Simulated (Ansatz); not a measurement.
**BaSnO3, response to strain**

Take BaSnO3 in the cubic perovskite structure (space group Pm-3m, No. 221; a = 4.1219 Å) as the base. Axes: x, y, z lie along the cube axes.

Strains are applied to the cell and any free atomic positions relax; under biaxial strain the out-of-plane vector relaxes too.

The values are results of PBEsol (Ansatz, a quantum-chemistry and plane-wave program, PAW, no spin-orbit coupling), not measurements.

Candidates:
(a) uniaxial strain ε_yy = +3.40 %
(b) biaxial strain −4.43 %, plane normal [001], relaxed out of plane
(c) strain tensor (xx, yy, zz, yz, xz, xy) = (−1.07, +2.48, +0.83, −0.14, −0.92, +0.68) %
(d) tensor shear ε_yz = +0.97 %

Notes on the quantities. energy relative to the base: free energy F.

Q: Order them by energy relative to the base, highest first.

A: (b) biaxial strain −4.43 %, plane normal [001], relaxed out of plane (+64 meV/atom), (a) uniaxial strain ε_yy = +3.40 % (+13 meV/atom), (c) strain tensor (xx, yy, zz, yz, xz, xy) = (−1.07, +2.48, +0.83, −0.14, −0.92, +0.68) % (+10 meV/atom), (d) tensor shear ε_yz = +0.97 % (+1.6 meV/atom)

No phonon test of stability was made.
